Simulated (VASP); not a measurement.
CdSe (Cadmoselite): single point with r2SCAN

**Measured values to compare with.**

From a printed reference work, data compilation, for a bulk crystal of CdSe at 2 K: band gap 1.841 eV.

The system is CdSe (Cadmoselite).

```
Cd Se
1.0
     4.35659    0.00000    0.00000
    -2.17829    3.77291    0.00000
     0.00000    0.00000    7.11238
Cd Se
2 2
Direct
  0.66667 0.33333 0.50000
  0.33333 0.66667 0.00000
  0.66667 0.33333 0.88500
  0.33333 0.66667 0.38500
```

```
Program                : VASP 6.6.1
Task                   : single point
Functional             : r2SCAN
Potentials or basis    : VASP PAW PBE potentials, release 64 (Cd, Se)
Cutoff                 : 520 eV
k mesh                 : 7 × 7 × 4
Occupations            : fermi-dirac, width 0.05 eV
Spin                   : no spin polarisation
Dipole correction      : no
Further INCAR settings : ALGO = Normal; EDIFF = 1e-06; NBANDS = 26
```

The pressure is -0.3 GPa, the largest force is 0.246 eV/Å and the band gap on the k mesh is 1.09 eV, direct.

Forces in eV/Å, atoms in the order of the input:
```
Cd   0.000  0.000  0.246
Cd   0.000  0.000  0.246
Se   0.000  0.000 -0.246
Se   0.000  0.000 -0.246
```

Stress tensor (GPa, compression positive):
```
 0.25  0.00  0.00
 0.00  0.25  0.00
 0.00  0.00 -1.39
```

Levels at points of the mesh, in eV from the valence-band top:
```
           k point  band 16  band 17  band 18  band 19  band 20  band 21
(0.00, 0.00, 0.00)     0.00     0.00     0.00     1.09     2.54     6.39
(0.00, 0.00, 0.50)    -0.35    -0.35    -0.35     2.71     2.71     6.22
```

It took 110 s on 1 thread of Intel(R) Xeon(R) Platinum 8559C (Emerald Rapids), on a shared host, peak memory 0.26 GiB.

A measured gap of CdSe is 1.841 eV (2 K; a printed reference work, data compilation); the calculated 1.09 eV misses it by -0.75 eV. Spin-orbit coupling on Cd, Se is left out. The value is that of r2SCAN, without temperature or zero-point motion.

Caveat: the PAW data sets were made with another functional, which shifts forces and pressure a little.
